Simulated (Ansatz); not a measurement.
**MoS2: equation of state with PBE**

Crystal: MoS2.

```xyz
3
Lattice="1.5855 0.9154 6.1150 -1.5855 0.9154 6.1150 0.0000 -1.8308 6.1150" Properties=species:S:1:pos:R:3 pbc="T T T"
Mo    0.0000    0.0000    0.0000
S     0.0000    0.0000    4.5862
S     0.0000    0.0000   13.7587
```

Measurements of this composition are mostly on another form, of space group No. 194.

| Item | Value |
| --- | --- |
| Program | Ansatz 0.2.0 |
| Task | equation of state |
| Functional | PBE |
| Potentials or basis | Ansatz PAW |
| Cutoff | 420 eV |
| Density cutoff | 1680 eV |
| k mesh | 10 × 10 × 10 |
| Occupations | fermi-dirac, width 0.05 eV |
| Spin | no spin polarisation |

| Quantity | Value |
| --- | --- |
| Equilibrium volume | 18.72 Å³/atom |
| Bulk modulus at fixed shape and positions | 132 GPa |
| Pressure derivative of the bulk modulus | 4.4 |

Energy against volume, from the lowest point:
| volume (Å³/atom) | energy (meV/atom) |
| --- | --- |
| 16.685 | 112.22 |
| 17.040 | 73.66 |
| 17.395 | 44.14 |
| 17.750 | 22.78 |
| 18.105 | 8.76 |
| 18.460 | 1.39 |
| 18.815 | 0.00 |

All runs of the series together: 21 s on 2 threads of Arm Neoverse V2, on a shared host.

Caveat: the cell was scaled at fixed shape and fractional positions, which overstates the stiffness of a crystal with free parameters, most of all of layers and chains.
